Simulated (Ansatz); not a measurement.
**Orbital-resolved density of states of HgSe**

```xyz
2
Lattice="0.0000 3.0360 3.0360 3.0360 0.0000 3.0360 3.0360 3.0360 0.0000" Properties=species:S:1:pos:R:3 pbc="T T T"
Hg    0.0000    0.0000    0.0000
Se    4.5540    4.5540    4.5540
```

Atoms are numbered in the order listed.

The cell is COD entry 1538962, as deposited and not checked against the literature; nothing was relaxed.

Spin–orbit coupling is left out, though it moves levels of the heavy atoms by tenths of an eV or more.

The calculation used DFT, PBE, all-electron LAPW, scalar-relativistic (Ansatz 0.2.0).

Settings: a Γ-centred 9×9×9 k mesh, Fermi–Dirac smearing of 0.02 eV, basis error target 0.25 meV/atom, no spin polarisation.

States per eV for one atom of each kind, in 0.4 eV bins named by their centres, from the Fermi level, projected on a minimal set of Löwdin-orthogonalised atomic shells; orbitals are real harmonics on the Cartesian axes, equal curves share a column, and empty bins are left out, as is all above 9.5 eV, near the top of the computed bands.

Hg1 5d:

```
# E all dz2=dx2-y2 dxz=dyz=dxy
-13.1 0.23 0.00 0.08
-12.7 0.06 0.00 0.02
-7.1 7.72 0.77 2.06
-6.7 5.20 0.76 1.23
-6.3 8.61 3.24 0.71
-5.9 0.97 0.03 0.30
-5.5 0.01 0.00 0.00
-5.1 0.43 0.07 0.10
-4.7 0.21 0.02 0.06
-4.3 0.14 0.01 0.04
-3.9 0.09 0.00 0.03
-3.5 0.06 0.00 0.02
-3.1 0.04 0.00 0.01
-2.7 0.16 0.03 0.04
-2.3 0.18 0.02 0.05
-1.9 0.21 0.02 0.06
-1.5 0.21 0.02 0.06
-1.1 0.20 0.01 0.06
-0.7 0.11 0.00 0.03
-0.3 0.05 0.00 0.02
1.3 0.01 0.00 0.00
1.7 0.01 0.00 0.00
2.1 0.01 0.00 0.00
2.5 0.01 0.00 0.00
2.9 0.01 0.01 0.00
6.1 0.01 0.00 0.00
6.5 0.01 0.00 0.00
```

Se2 4p:

```
# E all pz=px=py
-13.1 0.01 0.00
-7.1 1.19 0.40
-6.7 0.47 0.16
-6.3 0.15 0.05
-5.9 0.05 0.02
-5.5 0.06 0.02
-5.1 0.94 0.31
-4.7 0.35 0.12
-4.3 0.23 0.08
-3.9 0.16 0.05
-3.5 0.11 0.04
-3.1 0.08 0.03
-2.7 1.30 0.43
-2.3 1.46 0.49
-1.9 1.64 0.55
-1.5 1.59 0.53
-1.1 1.46 0.49
-0.7 0.74 0.25
-0.3 0.31 0.10
0.1 0.01 0.00
0.5 0.02 0.01
0.9 0.05 0.02
1.3 0.14 0.05
1.7 0.24 0.08
2.1 0.29 0.10
2.5 0.39 0.13
2.9 0.63 0.21
3.3 0.22 0.07
3.7 0.02 0.01
4.1 0.03 0.01
4.5 0.05 0.02
4.9 0.07 0.02
5.3 0.06 0.02
5.7 0.02 0.01
6.1 0.06 0.02
6.5 0.07 0.02
6.9 0.04 0.01
7.3 0.03 0.01
7.7 0.02 0.01
```

Hg1 6s:

```
# E all
-13.5 0.07
-13.1 0.29
-12.7 0.01
-7.1 0.14
-6.7 0.12
-6.3 0.14
-5.9 0.06
-5.5 0.03
-5.1 0.72
-4.7 0.25
-4.3 0.16
-3.9 0.11
-3.5 0.08
-3.1 0.06
-2.7 0.06
-2.3 0.06
-1.9 0.04
-1.5 0.03
-1.1 0.01
0.5 0.01
0.9 0.04
1.3 0.16
1.7 0.29
2.1 0.34
2.5 0.45
2.9 0.68
3.3 0.24
3.7 0.02
4.1 0.01
4.5 0.02
4.9 0.03
5.3 0.02
5.7 0.01
6.1 0.02
6.5 0.03
6.9 0.02
7.3 0.01
7.7 0.01
```

Se2 4s:

```
# E all
-13.5 0.24
-13.1 3.44
-12.7 0.64
-6.7 0.01
-6.3 0.06
-5.9 0.06
-5.1 0.08
-4.7 0.06
-4.3 0.05
-3.9 0.04
-3.5 0.03
-3.1 0.03
-2.7 0.02
-2.3 0.02
-1.9 0.02
-1.5 0.01
0.9 0.01
1.3 0.02
1.7 0.04
2.1 0.03
2.5 0.03
2.9 0.02
```
